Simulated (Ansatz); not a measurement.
The system is Sr.

```
Sr
1.0
    -2.43500    2.43500    2.43500
     2.43500   -2.43500    2.43500
     2.43500    2.43500   -2.43500
Sr
1
Cartesian
  0.0000 0.0000 0.0000
```

This isn't the form of Sr at room conditions, which is fcc.

Base run:

```yaml
Program: Ansatz 0.2.0
Functional: PBE
Potentials_or_basis: all-electron LAPW, scalar-relativistic
Cutoff: 73 eV (chosen from the basis error)
Basis_error_allowed: 0.001 eV/atom
k_mesh: 8 × 8 × 8
Occupations: gaussian, width 0.1 eV
Spin: no spin polarisation
```

Its results: band gap on the k mesh none (metal or under the smearing width); pressure -0.7 GPa.

Q: The run is repeated on the same cell with these changes: functional from PBE to PBEsol. What comes out?

A: Band gap on the k mesh none (metal or under the smearing width); pressure -1.3 GPa.

PBEsol binds more tightly than PBE, so the same cell stands under less pressure.

Caveats: the cell was measured hot, at 901 K.
